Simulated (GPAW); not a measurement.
Something may be wrong with this GPAW 26.7.0 calculation of VO2.

File run.py:

```python
import numpy as np
from ase import Atoms
from ase.dft.bandgap import bandgap
from ase.io import write
from ase.units import Bohr, GPa
from gpaw import GPAW, PW, setup_paths
from gpaw.elf import elf_from_dft_calculation
from gpaw.hyperfine import hyperfine_parameters

setup_paths.insert(0, '.')

atoms = Atoms(['V', 'V', 'O', 'O', 'O', 'O'],
              cell=[[4.5072020454, 0.0, 0.0],
                    [0.0, 4.5072020454, 0.0],
                    [0.0, 0.0, 3.04445]],
              scaled_positions=[[0.5, 0.5, 0.5],
                                [0.0, 0.0, 0.0],
                                [0.200358, 0.799642, 0.5],
                                [0.799642, 0.200358, 0.5],
                                [0.700358, 0.700358, 0.0],
                                [0.299642, 0.299642, 0.0]],
              pbc=True)
atoms.set_initial_magnetic_moments([2.0, 2.0, 0.0, 0.0, 0.0, 0.0])

calc = GPAW(mode=PW(800),
            xc='WC',
            kpts={'size': (3, 3, 5), 'gamma': True},
            occupations={'name': 'fermi-dirac', 'width': 0.05},
            nbands=45,
            convergence={'density': 1e-05, 'energy': 1e-05},
            maxiter=5,
            txt='gpaw.txt')
atoms.calc = calc
energy = atoms.get_potential_energy()
forces = atoms.get_forces()
stress = atoms.get_stress()
calc.write('gs.gpw')
write('result.traj', atoms)
print(f'Energy: {energy:.6f} eV')
print('Forces (eV/A):')
print(forces.round(4))
print('Stress (GPa):', (stress / GPa).round(3))
print('Moments:', calc.get_magnetic_moments().round(3))
print('Fermi level:', round(calc.get_fermi_level(), 4), 'eV')
print(f'Gap: {bandgap(calc)[0]:.4f} eV, direct: {bandgap(calc, direct=True)[0]:.4f} eV')

mu_N = 3.15245125e-8  # eV/T
for core in (True, False):
    A = hyperfine_parameters(calc, exclude_core=not core)
    for a, A_vv in zip(atoms, A):
        iso = np.trace(A_vv) / 3
        dip = np.linalg.eigvalsh(A_vv - iso * np.eye(3))
        print('with core' if core else 'valence', a.symbol, f'contact field {iso / (2 * mu_N):.3f} T, dipolar',
              *(dip / (2 * mu_N)).round(3), 'T')

# fields on the real-space grid
write('density.cube', atoms, data=calc.get_pseudo_density() * Bohr**3)
write('potential.cube', atoms, data=calc.get_electrostatic_potential())
write('spin.cube', atoms, data=(calc.get_pseudo_density(spin=0) - calc.get_pseudo_density(spin=1)) * Bohr**3)
write('elf.cube', atoms, data=elf_from_dft_calculation(calc).data)
```

Potentials or basis: PAW data sets generated in the run's folder for this functional, pw.

Command:

```bash
$ gpaw-setup -f WC O V
$ OMP_NUM_THREADS=1 python run.py
```

gpaw.txt:

```text
__  _  _
 | _ |_)|_||  |
 |__||  | ||/\| - 26.7.0

Input parameters:
  mode=PW(ecut=800.0),
  convergence={'density': 1e-05, 'energy': 1e-05},
  kpts=MonkhorstPack(size=(3, 3, 5), gamma=True),
  maxiter=5,
  nbands=45,
  occupations=Occupations(name='fermi-dirac', width=0.05),
  xc=XC(name='WC')

Diagonalizing LCAO Hamiltonian
Converting LCAO to pw mode
    .----------.
   /|          |
  / |          |
 *  | O V      |
 |  .-----O----.
 | /       O  /
 |/  O       /
 V----------*

Atoms  # Å, Bohr magnetons
|   | symbol |        x |        y |        z |    initial magnetic moments |
|---|--------|----------|----------|----------|-----------------------------|
| 0 |      V | 2.253601 | 2.253601 | 1.522225 | ( 0.0000,  0.0000,  2.0000) |
| 1 |      V | 0.000000 | 0.000000 | 0.000000 | ( 0.0000,  0.0000,  2.0000) |
| 2 |      O | 0.903054 | 3.604148 | 1.522225 | ( 0.0000,  0.0000,  0.0000) |
[... 110 lines left out ...]
    | kind |    occ | energy [eV] | rcut [Å] |
    |------|--------|-------------|----------|
    |   2s |  2.000 |     -23.826 |    0.688 |
    |   2p |  4.000 |      -9.000 |    0.598 |
    |    s |        |       3.386 |    0.688 |
    |    p |        |      18.211 |    0.598 |
    |    d |        |       0.000 |    0.619 |

    Using partial waves for O as LCAO basis

Reference energy: -59770.272942  # eV

eigensolver:
  PPCG
  Converge bands: occupied
  niter=2

density mixing:
  MSR1-Mixer
  Pratt-step length: 0.05
  Maximum mixing coefficient: 0.75
  Old densities: 10
  SVD Regularization: 0.005
  Good broyden scale: 1.0
  Trust region scale: 1.0
  Backstep threshold: 4.0
  History deletion threshold: 6.0
  Fourier metric: weight=20.0, sigma=0.015

occupation numbers:
  Fermi-Dirac:
    width: 0.0500  # eV

poisson solver:
  ecut: 6400.0  # eV

xc functional:
  name: WC with 2 nearest neighbor stencil

convergence criteria:
- Maximum integral of absolute [dens]ity change: 1e-05 electrons / valence electron
- Maximum [total energy] change in last 3 cyles: 1e-05 eV / valence electron
- Maximum integral of absolute [eigenst]ate change: 4e-08 eV^2 / valence electron
maximum number of iterations: 5

SCF iterations
|iter     | |      energy | eigst |  dens |  magmom |
|---------|-|-------------|-------|-------|---------|
|iter:   1| |  -60.818031 | +0.53 |       |  +4.0024|
|iter:   2| |  -57.986766 | -1.40 | -0.73 |  +3.9023|
|iter:   3| |  -54.406427 | -0.76 | -0.80 |  +3.0817|
|iter:   4| |  -53.716381 | -1.65 | -1.08 |  +2.8323|
|iter:   5| |  -54.631668 | -2.14 | -1.33 |  +2.4532|
```

On the terminal:

```text
Traceback (most recent call last):
  File "run.py", line 34, in <module>
  File "ase/atoms.py", line 1971, in get_potential_energy
  File "new/ase_interface.py", line 292, in get_potential_energy
  File "new/ase_interface.py", line 215, in calculate_property
  File "new/ase_interface.py", line 177, in iconverge
  File "new/calculation.py", line 252, in iconverge
  File "new/scf.py", line 130, in iterate
gpaw.KohnShamConvergenceError
```

Q: What happened, and what is wrong with the input?

A: No converged result was reached. The input holds a flaw that was put in on purpose: too few SCF iterations allowed.
